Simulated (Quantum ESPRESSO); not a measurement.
# BeS (F-43m) in Quantum ESPRESSO: equation of state

Aim: energy against volume of BeS in PBEsol, for its equilibrium volume and stiffness.

Everything below comes from runs of Quantum ESPRESSO 7.5. Logs are shortened: lines on timing, memory, paths and dates and some standing lists are left out, and cuts for length are marked.

### Step 1. Starting point

Symmetry: F-43m, No. 216, cubic system. The conventional cell has a = 4.850 Å, b = 4.850 Å, c = 4.850 Å, α = 90.00°, β = 90.00°, γ = 90.00°. Around S (site symmetry -43m) lie 4 Be at 2.10 Å. Around Be (site symmetry -43m) lie 4 S at 2.10 Å.

### Step 2. Single point, PBEsol, 13.40 Å³/atom

Input file pw.in:

```
&CONTROL
  calculation = 'scf'
  prefix = 'pwscf'
  outdir = './tmp'
  pseudo_dir = './pseudo'
  tstress = .true.
  disk_io = 'nowf'
/
&SYSTEM
  ibrav = 0
  nat = 2
  ntyp = 2
  ecutwfc = 45
  ecutrho = 360
  nbnd = 10
  occupations = 'smearing'
  smearing = 'fd'
  degauss = 0.00367493
/
&ELECTRONS
  conv_thr = 4d-10
  electron_maxstep = 120
  mixing_beta = 0.5
/
ATOMIC_SPECIES
S     32.0600 s_pbesol_v1.4.uspp.F.UPF
Be     9.0122 be_pbesol_v1.4.uspp.F.UPF
CELL_PARAMETERS angstrom
   0.0000000000    2.3754963136    2.3754963136
   2.3754963136    0.0000000000    2.3754963136
   2.3754963136    2.3754963136    0.0000000000
ATOMIC_POSITIONS crystal
S      0.7500000000    0.7500000000    0.7500000000
Be     0.0000000000    0.0000000000    0.0000000000
K_POINTS automatic
9 9 9 0 0 0
```

Potentials or basis: GBRV 1.5 PBEsol.

Launch:

```console
OMP_NUM_THREADS=1 mpirun -n 2 pw.x -nk 2 -in pw.in > pw.out
```

pw.out:

```text
This program is part of the open-source Quantum ESPRESSO suite
     for quantum simulation of materials; please cite
[... 13 lines left out ...]
     --------------------
     sticks:   dense  smooth     PW     G-vecs:    dense   smooth      PW
     Sum        1003     499    163                20827     7391    1363

     Using Slab Decomposition

     bravais-lattice index     =            0
     lattice parameter (alat)  =       6.3485  a.u.
     unit-cell volume          =     180.9213 (a.u.)^3
     number of atoms/cell      =            2
     number of atomic types    =            2
     number of electrons       =        10.00
     number of Kohn-Sham states=           10
     kinetic-energy cutoff     =      45.0000  Ry
     charge density cutoff     =     360.0000  Ry
     scf convergence threshold =      4.0E-10
     mixing beta               =       0.5000
     number of iterations used =            8  plain     mixing
     Exchange-correlation= SLA  PW   PSX  PSC
                           (   1   4  10   8   0   0   0)

     celldm(1)=   6.348458  celldm(2)=   0.000000  celldm(3)=   0.000000
     celldm(4)=   0.000000  celldm(5)=   0.000000  celldm(6)=   0.000000

     crystal axes: (cart. coord. in units of alat)
               a(1) = (   0.000000   0.707107   0.707107 )
               a(2) = (   0.707107   0.000000   0.707107 )
               a(3) = (   0.707107   0.707107   0.000000 )

     reciprocal axes: (cart. coord. in units 2 pi/alat)
               b(1) = ( -0.707107  0.707107  0.707107 )
               b(2) = (  0.707107 -0.707107  0.707107 )
               b(3) = (  0.707107  0.707107 -0.707107 )

     PseudoPot. # 1 for S  read from file:
     s_pbesol_v1.4.uspp.F.UPF
     Pseudo is Ultrasoft + core correction, Zval =  6.0
     Generated by new atomic code, or converted to UPF format
     Using radial grid of  907 points,  6 beta functions with:
                l(1) =   0
                l(2) =   0
                l(3) =   1
                l(4) =   1
                l(5) =   2
                l(6) =   2
     Q(r) pseudized with  8 coefficients,  rinner =    1.300   1.300   1.300
                                                       1.300   1.300

     PseudoPot. # 2 for Be read from file:
     be_pbesol_v1.4.uspp.F.UPF
     Pseudo is Ultrasoft, Zval =  4.0
     Generated by new atomic code, or converted to UPF format
     Using radial grid of  769 points,  6 beta functions with:
                l(1) =   0
                l(2) =   0
                l(3) =   0
                l(4) =   1
                l(5) =   1
                l(6) =   2
     Q(r) pseudized with 10 coefficients,  rinner =    1.000   1.000   1.000
                                                       1.000   1.000

     atomic species   valence    mass     pseudopotential
     S                 6.00    32.06000     S ( 1.00)
     Be                4.00     9.01220     Be( 1.00)

     24 Sym. Ops. (no inversion) found

   Cartesian axes

     site n.     atom                  positions (alat units)
         1        S      tau(   1) = (   1.0606602   1.0606602   1.0606602  )
         2        Be     tau(   2) = (   0.0000000   0.0000000   0.0000000  )

     number of k points=    35  Fermi-Dirac smearing, width (Ry)=  0.0037
                       cart. coord. in units 2pi/alat
        k(    1) = (   0.0000000   0.0000000   0.0000000), wk =   0.0027435
        k(    2) = (   0.0785674   0.0785674  -0.0785674), wk =   0.0219479
        k(    3) = (   0.1571348   0.1571348  -0.1571348), wk =   0.0219479
        k(    4) = (   0.2357023   0.2357023  -0.2357023), wk =   0.0219479
        k(    5) = (   0.3142697   0.3142697  -0.3142697), wk =   0.0219479
        k(    6) = (   0.1571348   0.0000000  -0.0000000), wk =   0.0164609
[... 27 lines left out ...]
        k(   34) = (  -0.0000000  -0.4714045   0.6285394), wk =   0.0658436
        k(   35) = (  -0.0785674  -0.3928371   0.7071068), wk =   0.0658436

     Dense  grid:    20827 G-vectors     FFT dimensions: (  40,  40,  40)

     Smooth grid:     7391 G-vectors     FFT dimensions: (  27,  27,  27)

     Initial potential from superposition of free atoms

     starting charge       9.9998, renormalised to      10.0000
     Starting wfcs are    9 randomized atomic wfcs +    1 random wfcs

     Self-consistent Calculation

     iteration #  1     ecut=    45.00 Ry     beta= 0.50
     Davidson diagonalization with overlap
     ethr =  1.00E-02,  avg # of iterations =  6.0

     Threshold (ethr) on eigenvalues was too large:
     Diagonalizing with lowered threshold

     Davidson diagonalization with overlap
     ethr =  4.57E-04,  avg # of iterations =  2.1

     total energy              =     -52.26949351 Ry
     estimated scf accuracy    <       0.04644426 Ry

     iteration #  2     ecut=    45.00 Ry     beta= 0.50
     Davidson diagonalization with overlap
     ethr =  4.64E-04,  avg # of iterations =  1.2

     total energy              =     -52.26944096 Ry
     estimated scf accuracy    <       0.00666749 Ry

     iteration #  3     ecut=    45.00 Ry     beta= 0.50
     Davidson diagonalization with overlap
     ethr =  6.67E-05,  avg # of iterations =  3.8

     total energy              =     -52.26992191 Ry
     estimated scf accuracy    <       0.00011955 Ry

     iteration #  4     ecut=    45.00 Ry     beta= 0.50
     Davidson diagonalization with overlap
     ethr =  1.20E-06,  avg # of iterations =  5.6

     total energy              =     -52.26995575 Ry
     estimated scf accuracy    <       0.00001716 Ry

     iteration #  5     ecut=    45.00 Ry     beta= 0.50
     Davidson diagonalization with overlap
     ethr =  1.72E-07,  avg # of iterations =  2.4

     total energy              =     -52.26995799 Ry
     estimated scf accuracy    <       0.00000018 Ry

     iteration #  6     ecut=    45.00 Ry     beta= 0.50
     Davidson diagonalization with overlap
     ethr =  1.77E-09,  avg # of iterations =  3.9

     total energy              =     -52.26995823 Ry
     estimated scf accuracy    <          9.5E-09 Ry

     iteration #  7     ecut=    45.00 Ry     beta= 0.50
     Davidson diagonalization with overlap
     ethr =  9.46E-11,  avg # of iterations =  2.3

     total energy              =     -52.26995823 Ry
     estimated scf accuracy    <          1.5E-09 Ry

     iteration #  8     ecut=    45.00 Ry     beta= 0.50
     Davidson diagonalization with overlap
     ethr =  1.45E-11,  avg # of iterations =  2.4

     End of self-consistent calculation

          k = 0.0000 0.0000 0.0000 (   941 PWs)   bands (ev):

   -91.5543  -7.9269   6.2167   6.2167   6.2167  11.7735  11.7735  11.7735
    12.4551  18.9147

          k = 0.0786 0.0786-0.0786 (   917 PWs)   bands (ev):

   -91.5542  -7.7733   5.1508   6.0363   6.0363  11.8247  12.0890  12.0890
    13.4807  18.3063

          k = 0.1571 0.1571-0.1571 (   920 PWs)   bands (ev):

   -91.5542  -7.3380   3.1578   5.6549   5.6549  11.8354  12.6391  12.6391
    15.3872  17.8903

          k = 0.2357 0.2357-0.2357 (   926 PWs)   bands (ev):

   -91.5541  -6.7239   1.2989   5.3067   5.3067  11.8218  12.7852  12.7852
    16.8531  18.7841

          k = 0.3143 0.3143-0.3143 (   926 PWs)   bands (ev):

   -91.5541  -6.2027   0.1162   5.1124   5.1124  11.8045  12.6704  12.6704
    17.4291  21.5530

          k = 0.1571 0.0000-0.0000 (   925 PWs)   bands (ev):

   -91.5542  -7.7221   5.3926   5.6741   5.6741  11.3787  12.6162  12.6162
    13.4230  17.2169

          k = 0.2357 0.0786-0.0786 (   924 PWs)   bands (ev):

   -91.5542  -7.3803   3.7910   5.2110   5.4698  11.4562  12.9730  13.3787
    14.3195  17.0221

          k = 0.3143 0.1571-0.1571 (   923 PWs)   bands (ev):

   -91.5541  -6.8191   1.9361   4.8765   5.0603  11.7259  13.0784  13.6717
    14.9830  18.5483

          k = 0.3928 0.2357-0.2357 (   915 PWs)   bands (ev):

   -91.5541  -6.2394   0.5337   4.6360   4.7679  11.8122  12.9737  13.4493
    16.4568  19.6634

          k =-0.2357-0.3928 0.3928 (   923 PWs)   bands (ev):

   -91.5541  -6.0380   0.1202   4.3614   4.9001  11.9668  12.9206  13.1842
    17.5494  20.0529

          k =-0.1571-0.3143 0.3143 (   922 PWs)   bands (ev):

   -91.5541  -6.4156   0.9203   4.3185   5.2347  12.2285  13.0032  13.0407
    16.7279  18.1300

          k =-0.0786-0.2357 0.2357 (   921 PWs)   bands (ev):

   -91.5542  -7.0242   2.5106   4.5527   5.6744  12.3391  12.7719  13.1137
    15.4025  16.9444

          k =-0.0000-0.1571 0.1571 (   915 PWs)   bands (ev):

   -91.5542  -7.5252   4.2130   5.1577   6.0272  12.1199  12.2408  12.7016
    14.4236  17.1866

          k = 0.3143 0.0000-0.0000 (   918 PWs)   bands (ev):

   -91.5541  -7.1424   3.7614   4.6718   4.6718  10.6896  13.1449  14.5005
    14.5005  17.2434

          k = 0.3928 0.0786-0.0786 (   918 PWs)   bands (ev):

   -91.5541  -6.6742   2.4773   4.2278   4.2883  10.6871  12.7691  15.0146
    15.2360  18.9749

          k = 0.4714 0.1571-0.1571 (   906 PWs)   bands (ev):

   -91.5541  -6.1239   1.1933   3.6026   4.1663  10.8870  13.6831  15.1016
    15.1705  20.6315

          k =-0.1571-0.4714 0.4714 (   927 PWs)   bands (ev):

   -91.5541  -5.8023   0.5606   3.0692   4.3272  11.1382  14.5980  14.7692
    16.1035  19.3474

          k =-0.0786-0.3928 0.3928 (   919 PWs)   bands (ev):

   -91.5541  -5.9897   0.9114   2.8612   4.7320  11.6440  14.3255  14.5825
    16.6761  17.9538

          k =-0.0000-0.3143 0.3143 (   913 PWs)   bands (ev):

   -91.5541  -6.5113   1.8148   3.2797   5.2631  12.2902  13.6107  14.0824
    15.3850  16.7792

          k = 0.4714 0.0000-0.0000 (   922 PWs)   bands (ev):

   -91.5541  -6.3236   2.1274   3.8359   3.8359   9.8148  11.6510  16.7573
    16.7573  19.7701

          k = 0.5500 0.0786-0.0786 (   920 PWs)   bands (ev):

   -91.5541  -5.8843   1.4105   3.1953   3.6499   9.8440  11.7424  17.2940
    17.3221  21.2931

          k =-0.0786-0.5500 0.5500 (   929 PWs)   bands (ev):

   -91.5541  -5.5821   1.1293   2.2127   3.7669  10.2637  13.1946  16.8951
    17.3247  19.7441

          k =-0.0000-0.4714 0.4714 (   921 PWs)   bands (ev):

   -91.5541  -5.6337   1.2560   1.7594   4.1619  10.8497  15.3263  15.9071
    16.9669  17.6968

          k = 0.6285 0.0000-0.0000 (   934 PWs)   bands (ev):

   -91.5541  -5.6234   0.9976   3.3846   3.3846   9.1013  11.0143  18.9180
    18.9180  22.0277

          k =-0.0000-0.6285 0.6285 (   944 PWs)   bands (ev):

   -91.5541  -5.4968   0.9326   2.8198   3.4264   9.4729  11.4624  18.7202
    19.0098  20.9452

          k = 0.3143 0.1571-0.0000 (   928 PWs)   bands (ev):

   -91.5542  -6.9724   2.8649   4.1923   5.2355  11.5976  13.4361  13.8951
    14.3371  17.5908

          k = 0.3928 0.2357-0.0786 (   914 PWs)   bands (ev):

   -91.5541  -6.4067   1.5292   3.6381   4.7960  12.0335  13.0659  14.5317
    15.0064  18.5485

          k =-0.2357-0.3928 0.5500 (   926 PWs)   bands (ev):

   -91.5541  -5.9397   0.5453   3.4940   4.4241  12.1244  12.7715  14.9969
    16.3792  18.7952

          k = 0.4714 0.1571-0.0000 (   926 PWs)   bands (ev):

   -91.5541  -6.2084   1.7898   3.3817   3.9680  10.8094  12.4666  15.1059
    16.7389  19.6953

          k =-0.1571-0.4714 0.6285 (   919 PWs)   bands (ev):

   -91.5541  -5.7645   1.1511   2.7434   3.6223  11.2722  13.3835  14.8783
    17.3269  19.1470

          k =-0.0786-0.3928 0.5500 (   924 PWs)   bands (ev):

   -91.5541  -5.6333   0.9976   2.2948   3.7585  11.6811  13.9512  15.8852
    16.6176  17.6077

          k = 0.0000-0.3143 0.4714 (   920 PWs)   bands (ev):

   -91.5541  -5.9248   1.2764   2.5058   4.2439  12.2825  13.2583  14.9026
    16.6566  18.1676

          k =-0.0786-0.5500 0.7071 (   927 PWs)   bands (ev):

   -91.5541  -5.5798   1.1299   2.9466   3.0760  10.1752  11.8878  17.0808
    18.6101  20.3890

          k =-0.0000-0.4714 0.6285 (   921 PWs)   bands (ev):

   -91.5541  -5.4761   1.3304   1.9966   3.2226  10.9587  13.2581  16.4063
    17.0080  19.7453

          k =-0.0786-0.3928 0.7071 (   914 PWs)   bands (ev):

   -91.5541  -5.5018   1.4451   2.0986   2.8704  12.3656  13.6618  14.7446
    16.3485  19.5815

     the Fermi energy is     7.3097 ev

!    total energy              =     -52.26995823 Ry
     estimated scf accuracy    <          5.9E-11 Ry
     smearing contrib. (-TS)   =      -0.00000000 Ry
     internal energy E=F+TS    =     -52.26995823 Ry

     The total energy is F=E-TS. E is the sum of the following terms:
     one-electron contribution =     -15.76500420 Ry
     hartree contribution      =       7.75460633 Ry
     xc contribution           =     -13.41711830 Ry
     ewald contribution        =     -30.84244205 Ry

     convergence has been achieved in   8 iterations

     Computing stress (Cartesian axis) and pressure

          total   stress  (Ry/bohr**3)                   (kbar)     P=       59.37
   0.00040358  -0.00000000  -0.00000000           59.37       -0.00       -0.00
  -0.00000000   0.00040358  -0.00000000           -0.00       59.37       -0.00
  -0.00000000  -0.00000000   0.00040358           -0.00       -0.00       59.37

=------------------------------------------------------------------------------=
   JOB DONE.
=------------------------------------------------------------------------------=
```

Run time: 6.9 s. Hardware: 2 MPI ranks of Intel Xeon Platinum 8259CL at 2.50GHz (Skylake/Cascade Lake), shared host; peak memory 0.18 GiB.

What came out:

```
Free energy            : -711.1690 eV
Pressure               : 5.9 GPa
Band gap on the k mesh : 2.88 eV, indirect (least direct gap 5.56 eV)
```

Caveat: an odd mesh through Γ misses points on the zone boundary, where band edges often lie.

### Step 3. Single point, PBEsol, 13.69 Å³/atom

pw.in: that of step 2 with these lines changed.

```diff
@@ -28,5 +28,5 @@
 CELL_PARAMETERS angstrom
-   0.0000000000    2.3754963136    2.3754963136
-   2.3754963136    0.0000000000    2.3754963136
-   2.3754963136    2.3754963136    0.0000000000
+   0.0000000000    2.3922257121    2.3922257121
+   2.3922257121    0.0000000000    2.3922257121
+   2.3922257121    2.3922257121    0.0000000000
 ATOMIC_POSITIONS crystal
```

Potentials or basis: GBRV 1.5 PBEsol.

Launch:

```console
OMP_NUM_THREADS=1 mpirun -n 2 pw.x -nk 2 -in pw.in > pw.out
```

Wall time 6.7 s (2 MPI ranks of Intel Xeon Platinum 8259CL at 2.50GHz (Skylake/Cascade Lake), shared host); peak memory 0.18 GiB.

It converged, with:

```
Free energy            : -711.1859 eV
Pressure               : 3.5 GPa
Band gap on the k mesh : 2.93 eV, indirect (least direct gap 5.57 eV)
```

Caveat: an odd mesh through Γ misses points on the zone boundary, where band edges often lie.

### Step 4. Single point, PBEsol, 13.98 Å³/atom

pw.in: that of step 3 with these lines changed.

```diff
@@ -28,5 +28,5 @@
 CELL_PARAMETERS angstrom
-   0.0000000000    2.3922257121    2.3922257121
-   2.3922257121    0.0000000000    2.3922257121
-   2.3922257121    2.3922257121    0.0000000000
+   0.0000000000    2.4087243418    2.4087243418
+   2.4087243418    0.0000000000    2.4087243418
+   2.4087243418    2.4087243418    0.0000000000
 ATOMIC_POSITIONS crystal
```

Launch:

```console
OMP_NUM_THREADS=1 mpirun -n 2 pw.x -nk 2 -in pw.in > pw.out
```

Wall time 7.3 s (2 MPI ranks of Intel Xeon Platinum 8259CL at 2.50GHz (Skylake/Cascade Lake), shared host); peak memory 0.18 GiB.

The run converged. Its results:

```
Free energy            : -711.1946 eV
Pressure               : 1.3 GPa
Band gap on the k mesh : 2.98 eV, indirect (least direct gap 5.58 eV)
```

Caveat: an odd mesh through Γ misses points on the zone boundary, where band edges often lie.

### Step 5. Single point, PBEsol, 14.26 Å³/atom

pw.in: that of step 4 with these lines changed.

```diff
@@ -28,5 +28,5 @@
 CELL_PARAMETERS angstrom
-   0.0000000000    2.4087243418    2.4087243418
-   2.4087243418    0.0000000000    2.4087243418
-   2.4087243418    2.4087243418    0.0000000000
+   0.0000000000    2.4250000000    2.4250000000
+   2.4250000000    0.0000000000    2.4250000000
+   2.4250000000    2.4250000000    0.0000000000
 ATOMIC_POSITIONS crystal
```

Launch:

```console
OMP_NUM_THREADS=1 mpirun -n 2 pw.x -nk 2 -in pw.in > pw.out
```

Wall time 6.8 s (2 MPI ranks of Intel Xeon Platinum 8259CL at 2.50GHz (Skylake/Cascade Lake), shared host); peak memory 0.18 GiB.

The run converged. Its results:

| Quantity | Value |
| --- | --- |
| Free energy | -711.1958 eV |
| Pressure | -0.7 GPa |
| Band gap on the k mesh | 3.03 eV, indirect (least direct gap 5.59 eV) |

Caveat: an odd mesh through Γ misses points on the zone boundary, where band edges often lie.

### Step 6. Single point, PBEsol, 14.55 Å³/atom

pw.in: that of step 5 with these lines changed.

```diff
@@ -28,5 +28,5 @@
 CELL_PARAMETERS angstrom
-   0.0000000000    2.4250000000    2.4250000000
-   2.4250000000    0.0000000000    2.4250000000
-   2.4250000000    2.4250000000    0.0000000000
+   0.0000000000    2.4410600707    2.4410600707
+   2.4410600707    0.0000000000    2.4410600707
+   2.4410600707    2.4410600707    0.0000000000
 ATOMIC_POSITIONS crystal
```

Potentials or basis: GBRV 1.5 PBEsol.

Launch:

```console
OMP_NUM_THREADS=1 mpirun -n 2 pw.x -nk 2 -in pw.in > pw.out
```

Wall time 6.6 s (2 MPI ranks of Intel Xeon Platinum 8259CL at 2.50GHz (Skylake/Cascade Lake), shared host); peak memory 0.18 GiB.

Results (log left out):

```
Free energy            : -711.1903 eV
Pressure               : -2.5 GPa
Band gap on the k mesh : 3.07 eV, indirect (least direct gap 5.55 eV)
```

Caveat: an odd mesh through Γ misses points on the zone boundary, where band edges often lie.

### Step 7. Single point, PBEsol, 14.83 Å³/atom

pw.in: that of step 6 with these lines changed.

```diff
@@ -28,5 +28,5 @@
 CELL_PARAMETERS angstrom
-   0.0000000000    2.4410600707    2.4410600707
-   2.4410600707    0.0000000000    2.4410600707
-   2.4410600707    2.4410600707    0.0000000000
+   0.0000000000    2.4569115543    2.4569115543
+   2.4569115543    0.0000000000    2.4569115543
+   2.4569115543    2.4569115543    0.0000000000
 ATOMIC_POSITIONS crystal
```

Launch:

```console
OMP_NUM_THREADS=1 mpirun -n 2 pw.x -nk 2 -in pw.in > pw.out
```

It took 6.9 s on 2 MPI ranks of Intel Xeon Platinum 8259CL at 2.50GHz (Skylake/Cascade Lake), shared host; peak memory 0.18 GiB.

Results (log left out):

- Free energy: -711.1787 eV
- Pressure: -4.1 GPa
- Band gap on the k mesh: 3.11 eV, indirect (least direct gap 5.39 eV)

Caveat: an odd mesh through Γ misses points on the zone boundary, where band edges often lie.

### Step 8. Single point, PBEsol, 15.12 Å³/atom

pw.in: that of step 7 with these lines changed.

```diff
@@ -28,5 +28,5 @@
 CELL_PARAMETERS angstrom
-   0.0000000000    2.4569115543    2.4569115543
-   2.4569115543    0.0000000000    2.4569115543
-   2.4569115543    2.4569115543    0.0000000000
+   0.0000000000    2.4725610944    2.4725610944
+   2.4725610944    0.0000000000    2.4725610944
+   2.4725610944    2.4725610944    0.0000000000
 ATOMIC_POSITIONS crystal
```

Launch:

```console
OMP_NUM_THREADS=1 mpirun -n 2 pw.x -nk 2 -in pw.in > pw.out
```

It took 6.9 s on 2 MPI ranks of Intel Xeon Platinum 8259CL at 2.50GHz (Skylake/Cascade Lake), shared host; peak memory 0.18 GiB.

It converged, with:

| Item | Value |
| --- | --- |
| Free energy | -711.1614 eV |
| Pressure | -5.6 GPa |
| Band gap on the k mesh | 3.14 eV, indirect (least direct gap 5.24 eV) |

Caveat: an odd mesh through Γ misses points on the zone boundary, where band edges often lie.

### Step 9. Equation of state, PBEsol

Potentials or basis: GBRV 1.5 PBEsol.

This step only gathers the single runs of the series.

Results:

- Equilibrium volume: 14.17 Å³/atom
- Bulk modulus: 97 GPa
- Pressure derivative of the bulk modulus: 3.8

Energy against volume, from the lowest point:
| volume (Å³/atom) | energy (meV/atom) |
| --- | --- |
| 13.405 | 13.40 |
| 13.690 | 4.96 |
| 13.975 | 0.62 |
| 14.261 | 0.00 |
| 14.546 | 2.76 |
| 14.831 | 8.58 |
| 15.116 | 17.19 |
